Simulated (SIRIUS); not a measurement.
# BN under changes of volume

One of the cells (5.969 Å³/atom); the others are scaled copies at fixed shape and fractional positions:

```
N B
1.0
     2.55394    0.00000    0.00000
    -1.27697    2.21178    0.00000
     0.00000    0.00000    4.22685
N B
2 2
Direct
  0.33333 0.66667 0.12528
  0.66667 0.33333 0.62528
  0.33333 0.66667 0.49972
  0.66667 0.33333 0.99972
```

Measurements of this composition are mostly on another form, of space group No. 194.

| Item | Value |
| --- | --- |
| Program | SIRIUS 7.12.0 |
| Functional | PBEsol |
| Potentials or basis | all-electron FP-LAPW |
| Cutoff | 361 eV |
| Basis | apw+lo standard |
| k mesh | 12 × 12 × 6 |
| Occupations | fermi-dirac, width 0.05 eV |
| Spin | no spin polarisation |

```tsv
volume (Å³/atom)	energy over the lowest point (meV/atom)	gap on the mesh (eV)
5.611	?	?
5.730	4.31	4.91
5.850	0.00	4.95
5.969	1.64	4.98
6.088	8.75	5.01
6.208	20.78	5.04
6.327	37.29	5.06
```

What does the run at 5.611 Å³/atom give?

Energy over the lowest point 15.16 meV/atom; gap on the mesh 4.87 eV.

Worked out: A Birch-Murnaghan fit of order 3 (a polynomial in V^(-2/3)) to the other rows has its minimum at 5.87 Å³/atom with B0 = V·E''(V) = 386 GPa and B' = 3.6 at fixed shape and positions, which overstates the stiffness. It gives 15.12 meV/atom at 5.611 Å³/atom, against the run's 15.16. A straight line through the other rows of the gap, of slope 1.52 eV per unit of ln V, extrapolates to 4.88 eV, against the run's 4.87.

Energies are extrapolated to zero smearing.

A mesh can miss the band edges.
